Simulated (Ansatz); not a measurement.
## Mo2NCl2 MXene monolayer in a perpendicular field

What dipole does a perpendicular field induce in the Mo2NCl2 MXene monolayer? A positive field points along +c.

Method: plane-wave DFT, PBE-D3(BJ), Ansatz PAW, in Ansatz 0.2.0.

**1. Starting point**

The cell holds 5 atoms: 2 Cl, 2 Mo and 1 N. Its edges and angles: a = 2.953 Å, b = 2.953 Å, c = 42.426 Å, α = 90.0°, β = 90.0°, γ = 120.0°. Vacuum lies along c.

**2. Relaxing the slab**

The starting cell is a guess, so the in-plane lattice and the atoms are relaxed first, with the slab cut off from its images along the normal.

input.yaml reads:

```yaml
crystal:
  lattice:
    - [2.953236, 0.0, 0.0]
    - [-1.476618, 2.5575773994, 0.0]
    - [0.0, 0.0, 42.4256123625]
  atoms:
    - { symbol: Cl, position: [0.3333333333, 0.6666666667, 0.4325217476] }
    - { symbol: Mo, position: [0.6666666667, 0.3333333333, 0.4725338497], spin: 1.0 }
    - { symbol: "N", position: [0.0, 0.0, 0.5] }
    - { symbol: Mo, position: [0.3333333333, 0.6666666667, 0.5274661503], spin: 1.0 }
    - { symbol: Cl, position: [0.6666666667, 0.3333333333, 0.5674782524] }
  periodic: [true, true, false]
magnetization:
  spin_polarized: true
kpoints:
  mp_grid: { grid: [12, 12, 1] }
hamiltonian:
  xc: pbe
  dispersion: d3bj
scf:
  occupations: { method: fermi_dirac, width: 0.05 }
  convergence: { dr2_threshold: 1.0e-09 }
relax:
  f_tol: 0.004
  max_steps: 90
  cell: {}
output:
  write_potential: true
  write_density: true
  volumetric_format: npy
```

Launch:

```sh
ansatz run input.yaml --threads 2 --pin off --max-ram 3072MiB --backend cpu --events-out ev --progress --plain --runs-dir out
```

Numbers of over 12 decimals in the logs are rounded to 6 here.

The program printed:

```text
Warning: relax.cell: scf.convergence.dr2_threshold = 1e-9 eV is looser than the 2.021877654e-10 eV advised for a relaxation that steers and ends on the stress (1e-10 eV for each atom of the cell: 5, times the square of relax.cell.stress_2d_tol = 0.05 N/m over 15.7 Å (the atoms' height at the walk's start and 5 Å past either face), 3.180e-2 GPa, over a crystal's default 0.05). What an SCF threshold leaves in a stress goes as its square root, and in the free energy as the threshold itself, and one threshold admits the most on a small cell: [figures from the program's tests cut] Set scf.convergence.dr2_threshold to 2.021877654e-10 eV or tighter. [rest of the remark cut]
Engine: ansatz 0.2.0, x86_64-unknown-linux-gnu
Pseudopotentials: kind: paw
Pseudopotential: Cl, paw, valence charge 7, recommended cutoff 420 eV (normal), Cl.paw.azcp
Pseudopotential: Mo, paw, valence charge 14, recommended cutoff 420 eV (normal), Mo.paw.azcp
Pseudopotential: N, paw, valence charge 5, recommended cutoff 420 eV (normal), N.paw.azcp
Functional definition: PBE
  parameter kappa = 0.804
  parameter beta = 0.066725
  exchange = pbe_x(kappa = kappa, mu = beta*pi^2/3)
  correlation = pbe_c(beta = beta)
Crystal: 5 atoms, lattice volume = 320.446 Å³
Basis set: ecut = 420 eV, 6141 PW (Γ), exchange–correlation on 40×40×576 points (8 copies of the dense FFT grid, shifted against one another)
Bands: 30, of which v1, the nominal top of the filled ones, is band 24 counted from 1 (23 counted from 0)
Symmetry: 12 space group operations
Space group: P-3m1 (ITA 164), of the structure as read, at distance tolerance 6.8e-5 Å
Magnetic group: BNS 164.85 (UNI 1315), of the structure as read, at distance tolerance 6.8e-5 Å
k-points: 19 of 144
Non-local potential: Cl, projectors of the file, l = 0: 2, l = 1: 2, l = 2: 2
Non-local potential: Mo, projectors of the file, l = 0: 3, l = 1: 2, l = 2: 2, l = 3: 1
Non-local potential: N, projectors of the file, l = 0: 2, l = 1: 2, l = 2: 1
PAW form: soft (Blöchl's): semilocal exchange-correlation on the pseudo side does not see the compensation charge
PAW one-centre angular grid: Cl, 110 points (default); XC on 64 Gauss nodes
PAW one-centre angular grid: Mo, 590 points (default); XC on 64 Gauss nodes
PAW one-centre angular grid: N, 110 points (default); XC on 64 Gauss nodes
Initial density: superposition of atomic densities (neutral atoms: chi_scale 0, normalization atom)
Starting moments: Σ|m| = 2 μB on 2 of 5 sites
Initial wavefunctions: pseudopotential atomic-orbital guess
Functional: x = pbe(κ = 0.804, μ = 0.219515), c = pbe(β = 0.066725)
SCF iter   1: F=—  HF=-12461.858474 eV  |F-HF|=—  |Δ(HF+E_count)|=         —  Δρ=3.35e-2 (↑3.35e-2 ↓2.94e-2)  dr2=1.81e1  dr2_m=9.13e-2  M=1.089 μB ∫|m|=1.105 μB  β_m=0.30  ethr=3.10e-3  ⟨swp⟩=17.6  Hψ=10159  notcnv=0
Mixer restart at iter 1: flushing history
preconditioner: auto → LDOS  [metal: Δε(μ)=0.044 eV  Ē_g=10.607 eV  σ=0.050 eV  W_gap=0.21  n_scr=26 (ndim 8)  ℏωp=11.5 eV  f_vac=0.778  D(μ)=3.44/eV (n_scr^D=18)]
spin=Collinear: LDOS preconditioning applied to the charge; magnetization (m = ρ↑ − ρ↓) channel mixes plain (no charge-response kernel on spin).
SCF iter   2: F=—  HF=-12459.110299 eV  |F-HF|=—  |Δ(HF+E_count)|=    2.75e0  Δρ=2.32e-2 (↑2.32e-2 ↓2.05e-2)  dr2=9.05e0  dr2_m=5.38e-2  M=1.013 μB ∫|m|=1.027 μB  β_m=0.61  ethr=3.10e-3  ⟨swp⟩=3.2  Hψ=2521  notcnv=0  defer=28
SCF iter   3: F=—  HF=-12456.967783 eV  |F-HF|=—  |Δ(HF+E_count)|=    2.14e0  Δρ=3.68e-3 (↑3.24e-3 ↓3.68e-3)  dr2=1.14e-1  dr2_m=1.18e-2  M=0.661 μB ∫|m|=0.673 μB  β_m=0.62  ethr=3.10e-3  ⟨swp⟩=5.0  Hψ=3365  notcnv=0  defer=28
SCF iter   4: F=—  HF=-12457.059405 eV  |F-HF|=—  |Δ(HF+E_count)|=         —  Δρ=4.35e-3 (↑3.67e-3 ↓4.35e-3)  dr2=2.43e-2  dr2_m=4.39e-2  M=0.211 μB ∫|m|=0.228 μB  β_m=0.62  ethr=2.43e-4  ⟨swp⟩=5.1  Hψ=3150  notcnv=0  defer=13
SCF iter   5: F=—  HF=-12457.058053 eV  |F-HF|=—  |Δ(HF+E_count)|=   1.35e-3  Δρ=2.18e-3 (↑1.99e-3 ↓2.18e-3)  dr2=2.59e-3  dr2_m=1.24e-2  M=0.127 μB ∫|m|=0.138 μB  β_m=0.81  ethr=5.16e-5  ⟨swp⟩=3.8  Hψ=2680  notcnv=0  defer=13
SCF iter   6: F=—  HF=-12457.058457 eV  |F-HF|=—  |Δ(HF+E_count)|=   4.04e-4  Δρ=3.78e-4 (↑3.40e-4 ↓3.78e-4)  dr2=3.15e-4  dr2_m=3.01e-4  M=0.026 μB ∫|m|=0.030 μB  β_m=0.80  ethr=5.51e-6  ⟨swp⟩=3.5  Hψ=2944  notcnv=0  defer=13
SCF iter   7: F=—  HF=-12457.058507 eV  |F-HF|=—  |Δ(HF+E_count)|=   4.99e-5  Δρ=1.19e-4 (↑1.19e-4 ↓1.09e-4)  dr2=7.99e-5  dr2_m=2.83e-5  M=0.009 μB ∫|m|=0.011 μB  β_m=0.77  ethr=6.70e-7  ⟨swp⟩=3.4  Hψ=2828  notcnv=0  defer=13
SCF iter   8: F=—  HF=-12457.058537 eV  |F-HF|=—  |Δ(HF+E_count)|=   3.00e-5  Δρ=4.29e-5 (↑4.29e-5 ↓3.12e-5)  dr2=8.65e-6  dr2_m=2.78e-6  M=0.003 μB ∫|m|=0.003 μB  β_m=0.76  ethr=1.70e-7  ⟨swp⟩=3.2  Hψ=2429  notcnv=0  defer=13
SCF iter   9: F=—  HF=-12457.058540 eV  |F-HF|=—  |Δ(HF+E_count)|=   3.38e-6  Δρ=1.11e-5 (↑8.87e-6 ↓1.11e-5)  dr2=1.52e-7  dr2_m=2.53e-7  M=0.000 μB ∫|m|=0.001 μB  β_m=0.81  ethr=1.84e-8  ⟨swp⟩=3.9  Hψ=2979  notcnv=0  defer=13
SCF iter  10: F=—  HF=-12457.058541 eV  |F-HF|=—  |Δ(HF+E_count)|=   7.12e-7  Δρ=3.20e-6 (↑3.20e-6 ↓3.10e-6)  dr2=9.64e-9  dr2_m=2.74e-8  M=0.000 μB ∫|m|=0.000 μB  β_m=0.91  ethr=3.23e-10  ⟨swp⟩=3.9  Hψ=3082  notcnv=0  defer=13
SCF iter  11: F=—  HF=-12457.058541 eV  |F-HF|=—  |Δ(HF+E_count)|=   8.65e-8  Δρ=6.49e-7 (↑6.24e-7 ↓6.49e-7)  dr2=6.77e-10  dr2_m=9.57e-10  M=0.000 μB ∫|m|=0.000 μB  β_m=0.93  ethr=2.05e-11  ⟨swp⟩=3.6  Hψ=2983  notcnv=0  defer=13
SCF iter  12: F=—  HF=-12457.058541 eV  |F-HF|=—  |Δ(HF+E_count)|=   9.27e-9  Δρ=1.56e-7 (↑1.08e-7 ↓1.56e-7)  dr2=6.56e-11  dr2_m=3.30e-11  M=-0.000 μB ∫|m|=0.000 μB  β_m=0.90  ethr=1.44e-12  ⟨swp⟩=3.4  Hψ=2839  notcnv=0  defer=13
SCF iter  13: F=-12457.058541 eV  HF=-12457.058541 eV  |F-HF|=2.09e-10  |Δ(HF+E_count)|=   1.96e-9  Δρ=4.34e-8 (↑4.34e-8 ↓3.51e-8)  dr2=6.69e-12  dr2_m=2.74e-12  M=-0.000 μB ∫|m|=0.000 μB  ethr=1.00e-12  ⟨swp⟩=9.1  Hψ=9074  notcnv=0
WARN: the starting moments were not kept: the SCF closed with an absolute magnetisation of 2.8e-6 μB, where they sum to 2 μB in size (2 sites). That is at most 0.1 of that sum. Measured as dr2_m measures the in/out step, that magnetisation stands 1.0e-12 eV from none, at or under the dr2_threshold of 1.0e-9 eV: it is no larger than a step whose dr2_m would equal this threshold. The system may hold no moment; this SCF [...]
SCF 1 converged in 13 iterations: F = -12457.058541 eV  dr2 = 6.69e-12
  greatest PAW one-centre occupation: 0.998 electrons in one spin orbital (limit 2), on the Mo atom at site 3 (counted from 0), in its partial waves of l = 0
[...]
SCF 3 converged in 11 iterations: F = -12458.014004 eV  dr2 = 2.59e-11
relax step   3: F+E_penalty+E_count = -12458.01400443 eV  Δ(F+E_penalty+E_count) = -7.795e-2 eV  max|allowed force component| = 3.031e-1 eV/Å  Δτ_max = 0.1223 Å  P = +1.108 N/m  Ω = 321.627 Å³  energy of the carried Pulay correction = -2.363e-4 eV  fix = [c, alpha, beta]  reactions: c +0.000 N/m  (11 SCF iters, accepted)
[...]
relax step   4: F+E_penalty+E_count = -12458.01917593 eV  Δ(F+E_penalty+E_count) = -5.172e-3 eV  max|allowed force component| = 1.283e-1 eV/Å  Δτ_max = 0.0134 Å  P = +0.064 N/m  Ω = 322.287 Å³  energy of the carried Pulay correction = -3.679e-4 eV  fix = [c, alpha, beta]  reactions: c +0.000 N/m  (9 SCF iters, accepted)
[...]
relax step   5: F+E_penalty+E_count = -12458.02015553 eV  Δ(F+E_penalty+E_count) = -9.796e-4 eV  max|allowed force component| = 3.725e-2 eV/Å  Δτ_max = 0.0094 Å  P = +0.169 N/m  Ω = 321.773 Å³  energy of the carried Pulay correction = -2.653e-4 eV  fix = [c, alpha, beta]  reactions: c +0.000 N/m  (8 SCF iters, accepted)
[...]
relax step   6: F+E_penalty+E_count = -12458.02024419 eV  Δ(F+E_penalty+E_count) = -8.866e-5 eV  max|allowed force component| = 2.418e-4 eV/Å  Δτ_max = 0.0020 Å  P = +0.009 N/m  Ω = 322.076 Å³  energy of the carried Pulay correction = -3.258e-4 eV  fix = [c, alpha, beta]  reactions: c +0.000 N/m  (8 SCF iters, accepted)
Initial wavefunctions: pseudopotential atomic-orbital guess (no wavefunctions were taken with the density)
iter 1 solved again at ethr=1.13e-7 eV; its pass at ethr=3.10e-3 eV (dr2=5.32e-5 eV) is discarded
SCF iter   1: F=—  HF=-12458.020039 eV  |F-HF|=—  |Δ(HF+E_count)|=         —  Δρ=1.50e-5 (↑1.50e-5 ↓1.50e-5)  dr2=9.51e-8  dr2_m=1.59e-11  M=-0.000 μB ∫|m|=0.000 μB  β_m=0.65  ethr=1.13e-7  ⟨swp⟩=6.8  Hψ=15608  notcnv=0
preconditioner: auto → LDOS  [metal: Δε(μ)=0.067 eV  Ē_g=8.872 eV  σ=0.050 eV  W_gap=0.30  n_scr=22 (ndim 8)  ℏωp=11.5 eV  f_vac=0.766  D(μ)=3.83/eV (n_scr^D=18)]
spin=Collinear: LDOS preconditioning applied to the charge; magnetization (m = ρ↑ − ρ↓) channel mixes plain (no charge-response kernel on spin).
SCF iter   2: F=—  HF=-12458.020485 eV  |F-HF|=—  |Δ(HF+E_count)|=   4.46e-4  Δρ=5.25e-6 (↑5.25e-6 ↓5.25e-6)  dr2=1.31e-8  dr2_m=6.57e-12  M=-0.000 μB ∫|m|=0.000 μB  β_m=0.59  ethr=2.02e-10  ⟨swp⟩=4.9  Hψ=3642  notcnv=0
SCF iter   3: F=—  HF=-12458.020550 eV  |F-HF|=—  |Δ(HF+E_count)|=   6.52e-5  Δρ=1.40e-6 (↑1.40e-6 ↓1.40e-6)  dr2=1.27e-9  dr2_m=2.06e-12  M=-0.000 μB ∫|m|=0.000 μB  β_m=0.70  ethr=2.78e-11  ⟨swp⟩=4.4  Hψ=2801  notcnv=0
SCF iter   4: F=-12458.020563 eV  HF=-12458.020563 eV  |F-HF|=8.85e-8  |Δ(HF+E_count)|=   1.25e-5  Δρ=6.95e-8 (↑6.84e-8 ↓6.95e-8)  dr2=4.80e-11  dr2_m=2.86e-13  M=-0.000 μB ∫|m|=0.000 μB  ethr=2.13e-12  ⟨swp⟩=13.9  Hψ=11010  notcnv=0
the starting moments were not kept: the SCF closed with an absolute magnetisation of 2.6e-6 μB, where they sum to 2 μB in size (2 sites). That is at most 0.1 of that sum. Measured as dr2_m measures the in/out step, that magnetisation stands 9.9e-13 eV from none, at or under the dr2_threshold of 1.0e-9 eV: it is no larger than a step whose dr2_m would equal this threshold.
SCF 7 converged in 4 iterations: F = -12458.020563 eV  dr2 = 4.80e-11
relax step   7: F+E_penalty+E_count = -12458.02056278 eV  Δ(F+E_penalty+E_count) = -3.186e-4 eV  max|allowed force component| = 2.341e-4 eV/Å  Δτ_max = 0.0000 Å  P = +0.013 N/m  Ω = 322.076 Å³  fix = [c, alpha, beta]  reactions: c +0.000 N/m  stress off target by 1.29e-2 N/m on what of the cell is left free  SCF on the basis re-selected at this cell (its energy is not comparable with the rows above)  (4 SCF iters)
basis re-selected at this cell: Δ(F+E_penalty+E_count) = -3.186e-4 eV, ΔP = +0.003 N/m vs the last step (what re-selecting the basis moved, of the pressure what is left beyond the Pulay correction that the steps carried, after the strain that the cell walked since its last selection, with what the two solves' SCF thresholds leave and, on support functions, any second-order correction that the steps lacked; it is no m [...]
WARN: The input density's exchange-correlation potential varies sharply where the density is thin. Do not read a vacuum level from v_tot or v_xc, or from such a field of the output density. On a cell that repeats whose density bears no net charge and no dipole along the vacuum's axis use v_es (v_loc + v_h of the components); under efield.dipole_correction with no amplitude use v_es + v_field, which holds any external [...]
SCF converged after 4 iterations
Magnetization: -0.0000 μB (23.5000 up, 23.5000 down)
Absolute magnetization: 0.0000 μB (∫|ρ↑−ρ↓|, with the PAW one-centre terms)
Spin contamination: 0.0000 ħ² per cell (⟨S²⟩ above its minimum at these occupations)
Per-site moments (μB) at R_I (Å): [(-5.600598044966969e-8, 1.030829), (-7.905681290081195e-7, 0.903341), (-3.3002016718436065e-9, 0.903341), (-7.905681290670915e-7, 0.903341), (-5.60059804564833e-8, 1.030829)]
Free energy (F): -12458.020563 eV
Harris-Foulkes:  -12458.020563 eV  (|F-HF|=8.85e-8)
Internal energy: -12457.989783 eV  (E = F + TS)
E sigma→0 (E₀):  -12458.005173 eV
Entropy (-TS):   -0.030780 eV (-6.156 meV/atom)
Fermi energy:    -4.261508 eV
--- Per-component energies (eV) ---
  E_band       = -1094.177469
  E_kinetic    = 1341.269576
  E_local      = -218163.385774  (includes V_loc(G=0)·N_el)
  E_nonlocal   = 389.435757
  E_hartree    = 108209.380319
  E_xc         = -642.356270
  E_vxc        = -780.173924  (∫ρ·V_xc dr)
  E_paw        = -7848.112689  (= ΣΔE_a)
  E_vpaw       = -300.084314  (= ΣTr[D̂ρ^β])
  E_aug_tail   = 0.000354  (compensation charges beyond the density's cutoff)
  E_ewald      = 104257.534331
  E_disp       = -1.755388  (pairwise vdW)
  E_smearing   = -0.030780  (= −TS)
  E_closure    = 0.000000  (closes the sum)
  Σ components = -12458.020563   (vs F -12458.020563, Δ=0.00e0)
--- Forces (eV/Å), atoms counted from 1 ---
  atom   1  Cl     0.00000000     0.00000000    -0.00023407
  atom   2  Mo     0.00000000     0.00000000    -0.00015266
  atom   3  N      0.00000000     0.00000000     0.00000000
  atom   4  Mo     0.00000000     0.00000000     0.00015266
  atom   5  Cl     0.00000000     0.00000000     0.00023407
  max |Σ_I F_I| component: 6.94e-18 eV/Å
--- 2D stress c σ (N/m, compression-positive) ---
        0.012859       0.000000       0.000000
        0.000000       0.012859      -0.000000
        0.000000      -0.000000       0.000000
  P = ½ c Tr σ = 0.0129 N/m
--- Band table (eV; the first three rows and the last of 38) ---
  k-point 0 ↑: bands = [... 20 lower, -6.4858, -5.5136, -5.5136, -4.7873, -4.4847, -4.4847, -3.7797, -3.7797, ... 2 higher]
  k-point 1 ↑: bands = [... 20 lower, -6.7668, -5.6857, -5.3540, -4.7281, -4.5129, -4.3232, -3.7183, -3.6074, ... 2 higher]
  k-point 2 ↑: bands = [... 20 lower, -7.1019, -6.0491, -4.9908, -4.7751, -4.6438, -3.9963, -3.5348, -2.9204, ... 2 higher]
  k-point 18 ↓: bands = [... 20 lower, -5.3710, -4.6638, -4.5577, -4.5577, -3.3322, -3.3322, -2.1866, -1.4207, ... 2 higher]
  the weakly bound empty levels are not read free of the cell's end (no_gap_told)
--- Relaxed structure (6 steps of the walk, 6 accepted, 1 SCFs on fresh bases) ---
  F+E_penalty+E_count = -12458.02056278 eV   max|allowed force component| = 2.341e-4 eV/Å   (the final SCF, on the basis selected at the relaxed cell)
  cell:  # Å, volume = 322.0756 Å³
    - [2.960735, 0, 0]
    - [-1.480367, 2.564072, 0]
    - [0, 0, 42.4256123625]
  atoms:
    - { symbol: Cl, position: [0.333333, 0.666667, 0.424769] }
    - { symbol: Mo, position: [0.666667, 0.333333, 0.467735] }
    - { symbol: N, position: [0, 0, 0.5] }
    - { symbol: Mo, position: [0.333333, 0.666667, 0.532265] }
    - { symbol: Cl, position: [0.666667, 0.333333, 0.575231] }
```

Elapsed: 69 s, on 2 threads of AMD EPYC 7R13 (Zen 3), shared host; peak memory 0.81 GiB.

The steps of the relaxation:

```tsv
step	energy less that of the first step (eV)	largest force component (eV/Å)	volume (Å³)
1	0.0000	2.0655	320.45
2	-0.8775	0.4737	329.96
3	-0.9555	0.3031	321.63
4	-0.9606	0.1283	322.29
5	-0.9616	0.0373	321.77
6	-0.9617	0.0002	322.08
7*	-0.9620	0.0002	322.08
```

Relaxation steps marked * repeat the geometry before them on a plane-wave basis chosen anew for their cell, so energy and pressure can jump there.

The run keeps the 12 symmetry operations that it works with, so distortions that break them were not tested.

```tsv
cell as run	before	after	change
a (Å)	2.953	2.961	+0.3 %
b (Å)	2.953	2.961	+0.3 %
```

The atoms that moved most (Å, along periodic axes as changes of fractional coordinates times the final cell, across vacuum about the mean position):

```tsv
atom	dx	dy	dz	length
Cl5	0.000	0.000	0.329	0.329
Cl1	0.000	0.000	-0.329	0.329
Mo4	0.000	0.000	0.204	0.204
Mo2	0.000	0.000	-0.204	0.204
```

Final coordinates:

```cif
data_structure
_symmetry_space_group_name_H-M 'P 1'
_symmetry_Int_Tables_number 1
_cell_length_a 2.9607
_cell_length_b 2.9607
_cell_length_c 42.4256
_cell_angle_alpha 90.000
_cell_angle_beta 90.000
_cell_angle_gamma 120.000
_cell_volume 322.08
loop_
_atom_site_label
_atom_site_type_symbol
_atom_site_fract_x
_atom_site_fract_y
_atom_site_fract_z
_atom_site_occupancy
Cl1 Cl 0.33333 0.66667 0.42477 1
Mo2 Mo 0.66667 0.33333 0.46774 1
N3 N 0.00000 0.00000 0.50000 1
Mo4 Mo 0.33333 0.66667 0.53226 1
Cl5 Cl 0.66667 0.33333 0.57523 1
```

Numbers from this step:

- energy at zero smearing: -12458.0052 eV

The lattice constant a goes from 2.953 to 2.961 Å.

(Part 1 of 2 ends here.)

[Logs are printed without paths, hosts, clocks, repeated set-up lines and the standing remarks that a program may print on its own settings, such as how far it seeks lower states.]

[Hosts, paths, dates, database ids (printed as entryN), source tags and the programs' standing remarks are cut or masked in the printed files.]

[Maps of the electrostatic potential energy from Ansatz leave out the sawtooth potential of an applied field or a dipole correction, so their vacuum need not be flat; planar profiles and work functions include it.]
